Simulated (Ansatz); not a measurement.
LiCl:

```xyz
2
Lattice="0.0000 2.5648 2.5648 2.5648 0.0000 2.5648 2.5648 2.5648 0.0000" Properties=species:S:1:pos:R:3 pbc="T T T"
Cl    2.5648    2.5648    2.5648
Li    0.0000    0.0000    0.0000
```

Base run:

```yaml
Program: Ansatz 0.2.0
Functional: PBEsol
Potentials_or_basis: all-electron LAPW, scalar-relativistic
Cutoff: 160 eV
Density_cutoff: 642 eV
Basis_error_allowed: 0.001 eV/atom
k_mesh: 9 × 9 × 9
Occupations: fermi-dirac, width 0.05 eV
Spin: no spin polarisation
```

Its results: band gap on the k mesh 6.12 eV, direct; pressure -1.3 GPa.

**Question.** After a change of settings the same cell gave: band gap on the k mesh 6.58 eV, direct; pressure 2.4 GPa. Which change was it?
A. functional from PBEsol to RPBE
B. functional from PBEsol to LDA; occupations from fermi-dirac, width 0.05 eV to gaussian, width 0.1 eV
C. functional from PBEsol to PBE; occupations from fermi-dirac, width 0.05 eV to gaussian, width 0.024 eV
D. potentials or basis from all-electron LAPW, scalar-relativistic to all-electron PAW datasets made for the crystal; k mesh from 9 × 9 × 9 to 6 × 6 × 6

**Answer.** A.

RPBE binds less tightly than PBEsol, so the same cell stands under more pressure.

Caveats: an odd mesh through Γ misses points on the zone boundary, where band edges often lie (some runs).

Not every run made on this cell is shown here.
